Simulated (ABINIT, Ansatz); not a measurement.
# ZnSe (Stilleite): third-order response, part 2 of 3

Wanted: vibrational spectra of ZnSe (Stilleite) from linear and non-linear response.

ABINIT 10.8.3; DFT LDA, scalar-relativistic, plane waves, PseudoDojo norm-conserving pseudopotentials.

So far. Step 3 (Relaxation): The volume changes by -5.3 % in this run and stands -5.3 % from the first cell. Step 4 (Ground state): The cell stands at -0.50 GPa: the relaxation ran with a smoothed and higher cutoff and on another k mesh. The relaxed cell has a = 5.567 Å (conventional setting).

### Step 6. Zone-centre response

The derivative of the wavefunctions by k comes first, since the response to a field is built on it; then the field and the displacements that symmetry doesn't supply are solved at q = 0. By the 2n+1 theorem the first-order wavefunctions also give third derivatives: Raman tensors and the non-linear susceptibility.

It reads the wavefunctions written in step 4.

File dfpt_gamma.abi:

```
ndtset 3

# common to the responses
getwfk_filepath "gso_WFK"
kptopt 2
nqpt 1
qpt 0.0 0.0 0.0
asr 0
chneut 0

# d/dk
rfelfd1 2
rfdir1 1 1 1
iscf1 -3
tolwfr1 1.0d-20

# displacements, field
rfphon2 1
rfatpol2 1 2
rfdir2 1 1 1
rfelfd2 3
getddk2 1
tolvrs2 1.0d-10
prepanl2 1
prtden2 1

# third order
optdriver3 5
getden_filepath3 "gso_DEN"
get1den3 2
get1wf3 2
getddk3 1
d3e_pert1_elfd3 1
d3e_pert1_phon3 1
d3e_pert1_atpol3 1 2
d3e_pert1_dir3 1 1 1
d3e_pert2_elfd3 1
d3e_pert2_dir3 1 1 1
d3e_pert3_elfd3 1
d3e_pert3_dir3 1 1 1
usepead3 1
tolvrs3 1.0d-10

# basis, mesh and filling
ecut 39.0
ngkpt 6 6 6
nshiftk 4
shiftk 
    0.5 0.5 0.5
    0.5 0.0 0.0
    0.0 0.5 0.0
    0.0 0.0 0.5
istwfk *1
occopt 1
nband 18
nstep 100
diemac 9.0
prtebands 0
prtgsr 0

# cell and atoms
acell 3*1.0 Angstrom
rprim 
    0.0 2.783308478 2.783308478
    2.783308478 0.0 2.783308478
    2.783308478 2.783308478 0.0
ntypat 2
znucl 30 34
natom 2
typat 1 2
xred 
    0.0 0.0 0.0
    0.25 0.25 0.25
pp_dirpath "./pseudo"
pseudos "Zn.upf, Se.upf"
```

The run is started by

```bash
> OMP_NUM_THREADS=1 mpirun -n 16 abinit dfpt_gamma.abi > dfpt_gamma.log
```

Numbers of over 12 decimals in the logs are rounded to 6 here.

dfpt_gamma.abo, the main output file:

```text
[banners, grids, parts of the stress and lines that vanish by symmetry left out]
- input  file    -> dfpt_gamma.abi
- output file    -> dfpt_gamma.abo
- root for input  files -> dfpt_gammai
[...]
DATASET    1 : space group F-4 3 m (#216); Bravais cF (face-center cubic)
[...]
nfft =       91125          nkpt =         432
[...]
DATASET    2 : space group F-4 3 m (#216); Bravais cF (face-center cubic)
[...]
nfft =       91125          nkpt =         432
[...]
DATASET    3 : space group F-4 3 m (#216); Bravais cF (face-center cubic)
[...]
mpw =        3410          nfft =       91125          nkpt =         432
[...]
== DATASET  1 ==================================================================
[...]
cutoff_energies: {ecut:  39.0, pawecutdg:  -1.0, }
[...]
- 34.00000  16.00000  180309                  znucl, zion, pspdat
[...]
Perturbation : derivative vs k along direction   1
[...]
-ETOT  1  -70.245272969644     -7.025E+01 8.689E-01 0.000E+00
 ETOT  2  -70.468669793070     -2.234E-01 1.412E-01 0.000E+00
 ETOT  3  -70.475339217616     -6.669E-03 2.313E-02 0.000E+00
 ETOT  4  -70.475800269676     -4.611E-04 3.066E-03 0.000E+00
 ETOT  5  -70.475847578318     -4.731E-05 4.286E-04 0.000E+00
[...]
At SCF step   27   max residual=  9.99E-21 < tolwfr=  1.00E-20 =>converged.
[...]
Perturbation : derivative vs k along direction   2
[...]
-ETOT  1  -70.245272969400     -7.025E+01 8.689E-01 0.000E+00
[...]
At SCF step   27   max residual=  9.99E-21 < tolwfr=  1.00E-20 =>converged.
[...]
Perturbation : derivative vs k along direction   3
[...]
-ETOT  1  -70.245272969156     -7.025E+01 8.689E-01 0.000E+00
[...]
At SCF step   27   max residual=  9.99E-21 < tolwfr=  1.00E-20 =>converged.
[...]
1        1       0.9140923133   -0.0000000000
     1        2       0.4570461567   -0.0000000000
     1        3       0.4570461566   -0.0000000000
     2        1       0.4570461567   -0.0000000000
     2        2       0.9140923133   -0.0000000000
     2        3       0.4570461566   -0.0000000000
     3        1       0.4570461566   -0.0000000000
     3        2       0.4570461566   -0.0000000000
     3        3       0.9140923133   -0.0000000000
[...]
== DATASET  2 ==================================================================
[...]
cutoff_energies: {ecut:  39.0, pawecutdg:  -1.0, }
[...]
Perturbation : displacement of atom   1   along direction   1
[...]
-ETOT  1   34.708146944182     -2.889E+04 2.530E+01 6.541E+03
[...]
At SCF step   13       vres2   =  8.86E-11 < tolvrs=  1.00E-10 =>converged.
[...]
Perturbation : displacement of atom   2   along direction   1
[...]
-ETOT  1   12.799447163508     -5.290E+04 7.073E+01 4.081E+02
[...]
At SCF step   12       vres2   =  6.54E-11 < tolvrs=  1.00E-10 =>converged.
[...]
Perturbation : homogeneous electric field along direction   1
[...]
-ETOT  1  -151.46407608960     -1.515E+02 4.508E+01 4.635E+04
[...]
At SCF step   15       vres2   =  2.46E-11 < tolvrs=  1.00E-10 =>converged.
[...]
Perturbation : homogeneous electric field along direction   2
[...]
-ETOT  1  -151.46407609354     -1.515E+02 4.508E+01 4.635E+04
[...]
At SCF step   15       vres2   =  2.46E-11 < tolvrs=  1.00E-10 =>converged.
[...]
Perturbation : homogeneous electric field along direction   3
[...]
-ETOT  1  -151.46407609747     -1.515E+02 4.508E+01 4.635E+04
[...]
ETOT 14  -161.47670235932     -6.762E-11 4.652E-10 1.742E-10
 ETOT 15  -161.47670235933     -1.074E-11 1.022E-10 2.456E-11
 At SCF step   15       vres2   =  2.46E-11 < tolvrs=  1.00E-10 =>converged.
[...]
Dielectric tensor, in cartesian coordinates,
[...]
1    4   1    4         7.5149114812        -0.0000000000
   1    4   2    4         0.0000000000        -0.0000000000
   1    4   3    4        -0.0000000000        -0.0000000000
   2    4   1    4         0.0000000000        -0.0000000000
   2    4   2    4         7.5149114812        -0.0000000000
   2    4   3    4        -0.0000000000        -0.0000000000
   3    4   1    4        -0.0000000000        -0.0000000000
   3    4   2    4        -0.0000000000        -0.0000000000
   3    4   3    4         7.5149114812        -0.0000000000
  Effective charges, in cartesian coordinates,
[...]
1    1   1    4         1.9680530095         0.0000000000
   2    1   1    4         0.0000000000         0.0000000000
   3    1   1    4        -0.0000000000         0.0000000000
   1    2   1    4        -1.9678348165         0.0000000000
   2    2   1    4         0.0000000000         0.0000000000
[...]
Effective charges, in cartesian coordinates,
[...]
2    4   1    2         0.0000000000         0.0000000000
   3    4   1    2         0.0000000000         0.0000000000
   1    4   2    2         0.0000000000         0.0000000000
   2    4   2    2        -1.9678348192         0.0000000000
   3    4   2    2         0.0000000000         0.0000000000
   1    4   3    2        -0.0000000000         0.0000000000
   2    4   3    2        -0.0000000000         0.0000000000
   3    4   3    2        -1.9678348192         0.0000000000
  Phonon wavevector (reduced coordinates) :  0.00000  0.00000  0.00000
 Phonon energies in Hartree :
[...]
Phonon frequencies in cm-1    :
-  3.227732E+00  3.227732E+00  3.227732E+00  2.187088E+02  2.187088E+02
-  2.187088E+02
  Phonon at Gamma, with non-analyticity in the
[...]
Phonon energies in Hartree :
[...]
Phonon frequencies in cm-1    :
-  3.227732E+00  3.227732E+00  3.227794E+00  2.187088E+02  2.187088E+02
-  2.535230E+02
  Phonon at Gamma, with non-analyticity in the
[...]
Phonon energies in Hartree :
[...]
Phonon frequencies in cm-1    :
-  3.227732E+00  3.227732E+00  3.227794E+00  2.187088E+02  2.187088E+02
-  2.535230E+02
  Phonon at Gamma, with non-analyticity in the
[...]
Phonon energies in Hartree :
[...]
Phonon frequencies in cm-1    :
-  3.227732E+00  3.227732E+00  3.227794E+00  2.187088E+02  2.187088E+02
-  2.535230E+02
[...]
== DATASET  3 ==================================================================
[...]
cutoff_energies: {ecut:  39.0, pawecutdg:  -1.0, }
[...]
j1 : displacement of atom   1 along direction   1
[...]
j1 : displacement of atom   2 along direction   1
[...]
j2 : displacement of atom   1 along direction   1
[...]
j2 : displacement of atom   2 along direction   1
[...]
j2 : displacement of atom   1 along direction   1
[...]
j2 : displacement of atom   2 along direction   1
[...]
1          1        0.000000001       -0.000000000       -0.000000000
[...]
1          2       -0.000000001        0.000000001       -0.007309750
[...]
1          3        0.000000001       -0.007309750        0.000000001
[...]
2          1       -0.000000000        0.000000000        0.000000000
[...]
2          2        0.000000000       -0.000000000        0.007666318
[...]
2          3       -0.000000000        0.007666318       -0.000000000
[...]
strten2     0.0000000000E+00  0.0000000000E+00  0.0000000000E+00
           strten3     0.0000000000E+00  0.0000000000E+00  0.0000000000E+00
================================================================================
```

The job ended after 14 min (16 MPI ranks of Arm Neoverse V2, shared host; 3.7 h of CPU time).

Numbers from this step:

```
miss of the charge sum rule                                       : 2.18e-4 e
largest acoustic frequency at the zone centre before the sum rule : 3.23 cm⁻¹
highest optical zone-centre mode (no LO-TO term)                  : 218.7 cm⁻¹
lowest optical zone-centre mode                                   : 218.7 cm⁻¹
mean high-frequency dielectric constant                           : 7.515
largest Born charge in size (third of the trace)                  : 1.968 e
```

Born charge (rows field, columns displacement), before the sum rule (e), principal values of the symmetric part by kind of site:

```tsv
atom	atoms with these values	low	middle	high	mean
Zn1	1	1.97	1.97	1.97	1.97
Se2	1	-1.97	-1.97	-1.97	-1.97
```

In full for Se2:

```
-1.97  0.00  0.00
 0.00 -1.97  0.00
 0.00  0.00 -1.97
```

High-frequency dielectric tensor:

```
7.51 0.00 0.00
0.00 7.51 0.00
0.00 0.00 7.51
```

The acoustic modes at Γ come out as far as 3.2 cm⁻¹ from zero, where they should vanish, a small numerical error; the Born charges miss their sum rule by 2.2e-4 e, which is good.

### Step 7. Modes with the sum rule

anaddb reads the merged derivatives, imposes the acoustic sum rule and charge neutrality, and adds the LO-TO term along chosen directions.

File anaddb.abi:

```
ddb_filepath "gamma_DDB"
output_file "anaddb.abo"
outdata_prefix "anaddb"
asr 1
chneut 1
enunit 2
eivec 1
nph1l 1
qph1l 0.0 0.0 0.0 1.0
dieflag 1
nph2l 3
qph2l 
    1.0 0.0 0.0 0.0
    0.0 0.0 1.0 0.0
    1.0 1.0 1.0 0.0
nlflag 1
ramansr 1
alphon 1
prtmbm 1
```

File mrgddb.in:

```
gamma_DDB
merged
3
dfpt_gammao_DS2_DDB
dfpt_gammao_DS3_DDB
gso_DDB
```

The run is started by

```bash
> mrgddb < mrgddb.in > mrgddb.log
> OMP_NUM_THREADS=1 anaddb anaddb.abi > anaddb.log
```

anaddb.abo, the main output file:

```text
[banners, grids, parts of the stress and lines that vanish by symmetry left out]
-outvars_anaddb: echo values of input variables ----------------------

 Flags :
[...]
Dielectric Tensor and Effective Charges
[...]
Effective charge tensors after
[...]
1          1        0.000000001        0.000000000        0.000000000
[...]
1          2       -0.000000001        0.000000001       -0.007488034
[...]
1          3        0.000000001       -0.007488034        0.000000001
[...]
2          1       -0.000000001       -0.000000000       -0.000000000
[...]
2          2        0.000000001       -0.000000001        0.007488034
[...]
2          3       -0.000000001        0.007488034       -0.000000001
[...]
Phonon wavevector (reduced coordinates) :  0.00000  0.00000  0.00000
 Phonon energies in Hartree :
[...]
Phonon energies in meV     :
-  0.000000E+00  0.000000E+00  0.000000E+00  2.711287E+01  2.711287E+01
-  2.711287E+01
 Phonon frequencies in cm-1    :
-  0.000000E+00  0.000000E+00  0.000000E+00  2.186801E+02  2.186801E+02
-  2.186801E+02
 Phonon frequencies in Thz     :
-  0.000000E+00  0.000000E+00  0.000000E+00  6.555864E+00  6.555864E+00
-  6.555864E+00
 Phonon energies in Kelvin  :
-  0.000000E+00  0.000000E+00  0.000000E+00  3.146318E+02  3.146318E+02
-  3.146318E+02
[...]
-  1  0.00000000E+00  0.00000000E+00  1.94945017E-03
-     0.00000000E+00  0.00000000E+00  0.00000000E+00
-  2  0.00000000E+00  0.00000000E+00  1.94944538E-03
-     0.00000000E+00  0.00000000E+00  0.00000000E+00
[...]
-  1  0.00000000E+00  1.94945017E-03  0.00000000E+00
-     0.00000000E+00  0.00000000E+00  0.00000000E+00
-  2  0.00000000E+00  1.94944538E-03  0.00000000E+00
-     0.00000000E+00  0.00000000E+00  0.00000000E+00
[...]
-  1  1.94945017E-03  0.00000000E+00  0.00000000E+00
-     0.00000000E+00  0.00000000E+00  0.00000000E+00
-  2  1.94944538E-03  0.00000000E+00  0.00000000E+00
-     0.00000000E+00  0.00000000E+00  0.00000000E+00
[...]
-  1  0.00000000E+00  0.00000000E+00  2.14219486E-03
-     0.00000000E+00  0.00000000E+00  0.00000000E+00
-  2  0.00000000E+00  0.00000000E+00 -1.77404338E-03
-     0.00000000E+00  0.00000000E+00  0.00000000E+00
[...]
-  1  0.00000000E+00  2.14219486E-03  0.00000000E+00
-     0.00000000E+00  0.00000000E+00  0.00000000E+00
-  2  0.00000000E+00 -1.77404338E-03  0.00000000E+00
-     0.00000000E+00  0.00000000E+00  0.00000000E+00
[...]
-  1  2.14219486E-03  0.00000000E+00  0.00000000E+00
-     0.00000000E+00  0.00000000E+00  0.00000000E+00
-  2 -1.77404338E-03  0.00000000E+00  0.00000000E+00
-     0.00000000E+00  0.00000000E+00  0.00000000E+00
[...]
-     1          0.000000    -0.000000     0.000003     0.000003
-     2         -0.000000     0.000003    -0.000000     0.000003
-     3          0.000003     0.000000     0.000000     0.000003
-     4         -0.000000     0.000000     2.770877     2.770877
-     5         -0.000000     2.770877     0.000000     2.770877
-     6          2.770877    -0.000000     0.000000     2.770877
[...]
-   1     Real    0.0000E+00  0.0000E+00  0.0000E+00  0.0000E+00  0.0000E+00  0.0000E+00  0.0000E+00
[...]
-   2     Real    0.0000E+00  0.0000E+00  0.0000E+00  0.0000E+00  0.0000E+00  0.0000E+00  0.0000E+00
[...]
-   3     Real    0.0000E+00  0.0000E+00  0.0000E+00  0.0000E+00  0.0000E+00  0.0000E+00  0.0000E+00
[...]
-   4     Real    0.0000E+00  0.0000E+00  5.9397E-05  0.0000E+00  0.0000E+00  0.0000E+00  5.9397E-05
[...]
-   5     Real    0.0000E+00  5.9397E-05  0.0000E+00  0.0000E+00  0.0000E+00  0.0000E+00  5.9397E-05
[...]
-   6     Real    5.9397E-05  0.0000E+00  0.0000E+00  0.0000E+00  0.0000E+00  0.0000E+00  5.9397E-05
[...]
-         0.000000000      -0.000000001       0.000000000
-        -0.000000001      -0.000000000       0.000000000
[...]
Phonon at Gamma, with non-analyticity in the
[...]
Phonon energies in Hartree :
[...]
Phonon energies in meV     :
-  0.000000E+00  0.000000E+00  0.000000E+00  2.711287E+01  2.711287E+01
-  3.142974E+01
 Phonon frequencies in cm-1    :
-  0.000000E+00  0.000000E+00  0.000000E+00  2.186801E+02  2.186801E+02
-  2.534979E+02
 Phonon frequencies in Thz     :
-  0.000000E+00  0.000000E+00  0.000000E+00  6.555864E+00  6.555864E+00
-  7.599676E+00
 Phonon energies in Kelvin  :
-  0.000000E+00  0.000000E+00  0.000000E+00  3.146318E+02  3.146318E+02
-  3.647269E+02
[...]
-  1  0.00000000E+00  0.00000000E+00  1.94945017E-03
[...]
-  2  0.00000000E+00  0.00000000E+00  1.94944538E-03
[...]
Phonon at Gamma, with non-analyticity in the
[...]
Phonon energies in Hartree :
[...]
Phonon energies in meV     :
-  0.000000E+00  0.000000E+00  0.000000E+00  2.711287E+01  2.711287E+01
-  3.142974E+01
 Phonon frequencies in cm-1    :
-  0.000000E+00  0.000000E+00  0.000000E+00  2.186801E+02  2.186801E+02
-  2.534979E+02
 Phonon frequencies in Thz     :
-  0.000000E+00  0.000000E+00  0.000000E+00  6.555864E+00  6.555864E+00
-  7.599676E+00
 Phonon energies in Kelvin  :
-  0.000000E+00  0.000000E+00  0.000000E+00  3.146318E+02  3.146318E+02
-  3.647269E+02
[...]
Phonon at Gamma, with non-analyticity in the
[...]
Phonon energies in Hartree :
[...]
Phonon energies in meV     :
-  0.000000E+00  0.000000E+00  0.000000E+00  2.711287E+01  2.711287E+01
-  3.142974E+01
 Phonon frequencies in cm-1    :
-  0.000000E+00  0.000000E+00  0.000000E+00  2.186801E+02  2.186801E+02
-  2.534979E+02
 Phonon frequencies in Thz     :
-  0.000000E+00  0.000000E+00  0.000000E+00  6.555864E+00  6.555864E+00
-  7.599676E+00
 Phonon energies in Kelvin  :
-  0.000000E+00  0.000000E+00  0.000000E+00  3.146318E+02  3.146318E+02
-  3.647269E+02
[...]
-  1  4.77630801E-05 -1.94449272E-03 -1.30467412E-04
[...]
-  2  4.77625389E-05 -1.94448838E-03 -1.30467516E-04
[...]
-  1  1.94861424E-03  4.55569652E-05  3.43816883E-05
[...]
-  2  1.94860989E-03  4.55572778E-05  3.43820282E-05
[...]
-  1  2.66113308E-04  1.36406966E-03 -1.63018297E-03
[...]
-  2 -2.20379837E-04 -1.12964455E-03  1.35002439E-03
[...]
-  1  1.72873256E-03 -1.09482716E-03 -6.33905395E-04
[...]
-  2 -1.43163753E-03  9.06673302E-04  5.24964228E-04
[...]
-        -0.000000001       0.000000000      -0.000000002
-        -0.000000001      -0.000000002       0.000000000
[...]
-        -0.000000000       0.000380688      -0.000318544
-         0.000380688       0.000000000      -0.000062144
-        -0.000318544      -0.000062144      -0.000000000
[...]
-         0.000000000       0.000148033       0.000255669
-         0.000148033      -0.000000000      -0.000403702
-         0.000255669      -0.000403702      -0.000000000
[...]
Direction                     Dielectric constant
[...]
0.00000   0.00000   1.00000     10.09843922
   1.00000   1.00000   1.00000     10.09843922
-
```

The job ended after 0.71 s (1 thread).

This step gave:

* mean static dielectric constant: 10.10
* highest mode moved by the LO-TO term: 253.5 cm⁻¹

No LO-TO term; unit eigenvectors of the mass-weighted matrix, from anaddb's displacements. Modes at Γ, with each element's share of the kinetic energy:

```tsv
mode	frequency (cm⁻¹)	symmetry	Zn %	Se %
1	0.0	acoustic	45	55
2	0.0	acoustic	45	55
3	0.0	acoustic	45	55
4	218.7	T2	55	45
5	218.7	T2	55	45
6	218.7	T2	55	45
```

Displacements in mode 5 (218.7 cm⁻¹), the largest set to 1:
```
Zn1  0.00  1.00  0.00
Se2  0.00 -0.83  0.00
```

Trace of the oscillator strength, degenerate modes summed. Lines of the infrared spectrum (strongest = 100):

```tsv
position (cm⁻¹)	lines merged	IR intensity, relative
219	3	100
```

From anaddb's Raman susceptibilities, degenerate modes summed; transverse modes, the longitudinal lines of polar modes are not listed. Lines of the Raman spectrum (strongest = 100):

```tsv
position (cm⁻¹)	lines merged	Raman activity (Å⁴/amu), powder, relative
219	3	100
```

Static dielectric tensor (ions relaxed, fixed cell):

```
10.10  0.00  0.00
 0.00 10.10  0.00
 0.00  0.00 10.10
```

Non-linear optical d (pm/V). Tensor:

```tsv
field along	xx	yy	zz	yz	xz	xy
x	0	0	0	27.43	0	0
y	0	0	0	0	27.43	0
z	0	0	0	0	0	27.43
```

The rule moves no optical mode by more than 0.1 cm⁻¹.

[end of part 2 of 3]

[Host names and launcher messages were left out of these logs when they were recorded.]

[Logs are printed without paths, hosts, clocks, repeated set-up lines and the standing remarks that a program may print on its own settings, such as how far it seeks lower states.]

[Hosts, paths, dates, database ids (printed as entryN), source tags and the programs' standing remarks are cut or masked in the printed files.]
